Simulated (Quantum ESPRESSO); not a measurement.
# Hf (P1) in Quantum ESPRESSO: reference runs

How does Hf come out in PBE? The cell is run as given.

All numbers are computed with Quantum ESPRESSO 7.5; they aren't measurements. Logs are shortened: lines on timing, memory, paths and dates and some standing lists are left out, and cuts for length are marked.

## (1) Starting point

The typed cell holds 4 atoms: a = 3.186 Å, b = 5.053 Å, c = 5.605 Å, α = 88.43°, β = 88.97°, γ = 89.79°.

## (2) Single point, PBE

Contents of pw.in:

```
&CONTROL
  calculation = 'scf'
  prefix = 'pwscf'
  outdir = './tmp'
  pseudo_dir = './pseudo'
  tprnfor = .true.
  tstress = .true.
  disk_io = 'low'
/
&SYSTEM
  ibrav = 0
  nat = 4
  ntyp = 1
  ecutwfc = 60
  nbnd = 33
  occupations = 'smearing'
  smearing = 'fd'
  degauss = 0.00367493
/
&ELECTRONS
  conv_thr = 8d-10
  electron_maxstep = 120
  mixing_beta = 0.5
/
ATOMIC_SPECIES
Hf   178.4900 Hf-sp.oncvpsp.upf
CELL_PARAMETERS angstrom
  -3.1856928300   -0.0287836000   -0.0057535100
  -0.0091031700   -0.0697356500   -5.0522109700
  -0.0498546500   -5.6041405300   -0.0763405900
ATOMIC_POSITIONS crystal
Hf     0.4557836800    0.7382144100    0.1466375300
Hf     0.9847450100    0.7126503700    0.6701474700
Hf     0.1412690700    0.2361438900    0.3737340300
Hf     0.4182022500    0.3129913300    0.8094809800
K_POINTS automatic
8 5 5 0 0 0
```

Contents of pp_density.in:

```
&INPUTPP
  prefix = 'pwscf'
  outdir = './tmp'
  filplot = 'density.dat'
  plot_num = 0
/
&PLOT
  nfile = 1
  filepp(1) = 'density.dat'
  iflag = 3
  output_format = 6
  fileout = 'density.cube'
/
```

Contents of pp_potential.in:

```
&INPUTPP
  prefix = 'pwscf'
  outdir = './tmp'
  filplot = 'potential.dat'
  plot_num = 11
/
&PLOT
  nfile = 1
  filepp(1) = 'potential.dat'
  iflag = 3
  output_format = 6
  fileout = 'potential.cube'
/
```

Contents of pp_elf.in:

```
&INPUTPP
  prefix = 'pwscf'
  outdir = './tmp'
  filplot = 'elf.dat'
  plot_num = 8
/
&PLOT
  nfile = 1
  filepp(1) = 'elf.dat'
  iflag = 3
  output_format = 6
  fileout = 'elf.cube'
/
```

Potentials or basis: SSSP 1.3 efficiency PBE.

Launch:

```console
$ OMP_NUM_THREADS=1 pw.x -in pw.in > pw.out
$ OMP_NUM_THREADS=1 pp.x -in pp_density.in > pp_density.out
$ OMP_NUM_THREADS=1 pp.x -in pp_potential.in > pp_potential.out
$ OMP_NUM_THREADS=1 pp.x -in pp_elf.in > pp_elf.out
```

pw.out:

```text
This program is part of the open-source Quantum ESPRESSO suite
     for quantum simulation of materials; please cite
[... 6 lines left out ...]
     --------------------
     sticks:   dense  smooth     PW     G-vecs:    dense   smooth      PW
     Sum        1091    1091    319                38199    38199    6017

     Using Slab Decomposition

     bravais-lattice index     =            0
     lattice parameter (alat)  =       6.0203  a.u.
     unit-cell volume          =     608.5177 (a.u.)^3
     number of atoms/cell      =            4
     number of atomic types    =            1
     number of electrons       =        48.00
     number of Kohn-Sham states=           33
     kinetic-energy cutoff     =      60.0000  Ry
     charge density cutoff     =     240.0000  Ry
     scf convergence threshold =      8.0E-10
     mixing beta               =       0.5000
     number of iterations used =            8  plain     mixing
     Exchange-correlation= PBE
                           (   1   4   3   4   0   0   0)

     celldm(1)=   6.020343  celldm(2)=   0.000000  celldm(3)=   0.000000
     celldm(4)=   0.000000  celldm(5)=   0.000000  celldm(6)=   0.000000

     crystal axes: (cart. coord. in units of alat)
               a(1) = (  -0.999958  -0.009035  -0.001806 )
               a(2) = (  -0.002857  -0.021889  -1.585839 )
               a(3) = (  -0.015649  -1.759084  -0.023963 )

     reciprocal axes: (cart. coord. in units 2 pi/alat)
               b(1) = ( -1.000126  0.008874  0.001680 )
               b(2) = (  0.001062  0.008582 -0.630701 )
               b(3) = (  0.005124 -0.568630  0.007840 )

     PseudoPot. # 1 for Hf read from file:
     Hf-sp.oncvpsp.upf
     Pseudo is Norm-conserving + core correction, Zval = 12.0
     Generated using ONCVPSP code by D. R. Hamann
     Using radial grid of 1656 points,  8 beta functions with:
                l(1) =   0
                l(2) =   0
                l(3) =   1
                l(4) =   1
                l(5) =   2
                l(6) =   2
                l(7) =   3
                l(8) =   3

     atomic species   valence    mass     pseudopotential
     Hf               12.00   178.49000     Hf( 1.00)

     No symmetry found

   Cartesian axes

     site n.     atom                  positions (alat units)
         1        Hf     tau(   1) = (  -0.4601684  -0.2782248  -1.1750263  )
         2        Hf     tau(   2) = (  -0.9972266  -1.2033425  -1.1479857  )
         3        Hf     tau(   3) = (  -0.1477864  -0.6638751  -0.3836970  )
         4        Hf     tau(   4) = (  -0.4317463  -1.4345750  -0.5165064  )

     number of k points=   101  Fermi-Dirac smearing, width (Ry)=  0.0037

     Number of k-points >= 100: set verbosity='high' to print them.

     Dense  grid:    38199 G-vectors     FFT dimensions: (  30,  48,  54)

     Initial potential from superposition of free atoms

     starting charge      47.9926, renormalised to      48.0000
     Starting wfcs are   40 randomized atomic wfcs

     Self-consistent Calculation

     iteration #  1     ecut=    60.00 Ry     beta= 0.50
     Davidson diagonalization with overlap
     ethr =  1.00E-02,  avg # of iterations =  2.5

     Threshold (ethr) on eigenvalues was too large:
     Diagonalizing with lowered threshold

     Davidson diagonalization with overlap
     ethr =  8.56E-04,  avg # of iterations =  1.6

     total energy              =    -450.96901491 Ry
     estimated scf accuracy    <       0.42273443 Ry

     iteration #  2     ecut=    60.00 Ry     beta= 0.50
     Davidson diagonalization with overlap
     ethr =  8.81E-04,  avg # of iterations =  5.2

     total energy              =    -450.86074600 Ry
     estimated scf accuracy    <       2.86783251 Ry

     iteration #  3     ecut=    60.00 Ry     beta= 0.50
     Davidson diagonalization with overlap
     ethr =  8.81E-04,  avg # of iterations =  2.4

     total energy              =    -451.15691705 Ry
     estimated scf accuracy    <       0.03638840 Ry

     iteration #  4     ecut=    60.00 Ry     beta= 0.50
     Davidson diagonalization with overlap
     ethr =  7.58E-05,  avg # of iterations =  6.6

     total energy              =    -451.16492372 Ry
     estimated scf accuracy    <       0.01310916 Ry

     iteration #  5     ecut=    60.00 Ry     beta= 0.50
     Davidson diagonalization with overlap
     ethr =  2.73E-05,  avg # of iterations =  2.8

     total energy              =    -451.16550558 Ry
     estimated scf accuracy    <       0.01393490 Ry

     iteration #  6     ecut=    60.00 Ry     beta= 0.50
     Davidson diagonalization with overlap
     ethr =  2.73E-05,  avg # of iterations =  1.1

     total energy              =    -451.16721215 Ry
     estimated scf accuracy    <       0.00121103 Ry

     iteration #  7     ecut=    60.00 Ry     beta= 0.50
     Davidson diagonalization with overlap
     c_bands:  1 eigenvalues not converged
     ethr =  2.52E-06,  avg # of iterations =  7.3

     total energy              =    -451.16742129 Ry
     estimated scf accuracy    <       0.00038662 Ry

     iteration #  8     ecut=    60.00 Ry     beta= 0.50
     Davidson diagonalization with overlap
     ethr =  8.05E-07,  avg # of iterations =  2.0

     total energy              =    -451.16748274 Ry
     estimated scf accuracy    <       0.00003345 Ry

     iteration #  9     ecut=    60.00 Ry     beta= 0.50
     Davidson diagonalization with overlap
     ethr =  6.97E-08,  avg # of iterations =  3.0

     total energy              =    -451.16748827 Ry
     estimated scf accuracy    <       0.00000114 Ry

     iteration # 10     ecut=    60.00 Ry     beta= 0.50
     Davidson diagonalization with overlap
     ethr =  2.38E-09,  avg # of iterations =  5.0

     total energy              =    -451.16748900 Ry
     estimated scf accuracy    <       0.00000036 Ry

     iteration # 11     ecut=    60.00 Ry     beta= 0.50
     Davidson diagonalization with overlap
     ethr =  7.58E-10,  avg # of iterations =  2.0

     total energy              =    -451.16748906 Ry
     estimated scf accuracy    <       0.00000004 Ry

     iteration # 12     ecut=    60.00 Ry     beta= 0.50
     Davidson diagonalization with overlap
     ethr =  8.11E-11,  avg # of iterations =  3.5

     total energy              =    -451.16748906 Ry
     estimated scf accuracy    <          8.1E-09 Ry

     iteration # 13     ecut=    60.00 Ry     beta= 0.50
     Davidson diagonalization with overlap
     ethr =  1.69E-11,  avg # of iterations =  2.0

     End of self-consistent calculation

     Number of k-points >= 100: set verbosity='high' to print the bands.

     the Fermi energy is    14.2080 ev

!    total energy              =    -451.16748906 Ry
     estimated scf accuracy    <          4.1E-10 Ry
     smearing contrib. (-TS)   =      -0.00278689 Ry
     internal energy E=F+TS    =    -451.16470217 Ry

     The total energy is F=E-TS. E is the sum of the following terms:
     one-electron contribution =     -94.98302805 Ry
     hartree contribution      =      63.17302967 Ry
     xc contribution           =    -114.21257051 Ry
     ewald contribution        =    -305.14213329 Ry

     convergence has been achieved in  13 iterations

     Forces acting on atoms (cartesian axes, Ry/au):

     atom    1 type  1   force =    -0.04163067   -0.02693050   -0.00409277
     atom    2 type  1   force =     0.05554872    0.07886949   -0.16809574
     atom    3 type  1   force =     0.05060375    0.07618604    0.00974444
     atom    4 type  1   force =    -0.06452180   -0.12812503    0.16244407

     Total force =     0.308973     Total SCF correction =     0.000052

     Computing stress (Cartesian axis) and pressure

          total   stress  (Ry/bohr**3)                   (kbar)     P=       74.09
   0.00029160   0.00017884  -0.00013034           42.90       26.31      -19.17
   0.00017884   0.00039203  -0.00017563           26.31       57.67      -25.84
  -0.00013034  -0.00017563   0.00082735          -19.17      -25.84      121.71

=------------------------------------------------------------------------------=
   JOB DONE.
=------------------------------------------------------------------------------=
```

Wall time 3.3 min (1 thread of Intel Xeon 6975P-C (Granite Rapids), shared host); peak memory 0.33 GiB.

What came out:

| Quantity | Value |
| --- | --- |
| Free energy | -6138.4464 eV |
| Pressure | 7.4 GPa |
| Largest force | 5.572 eV/Å |
| Band gap on the k mesh | none (metal or under the smearing width) |

Forces in eV/Å, atoms in the order of the input:
```
Hf  -1.070 -0.692 -0.105
Hf   1.428  2.028 -4.322
Hf   1.301  1.959  0.251
Hf  -1.659 -3.294  4.177
```

Caveat: forces of over 1 eV/Å show positions far from the minimum, so gaps and moduli don't describe the material at rest.
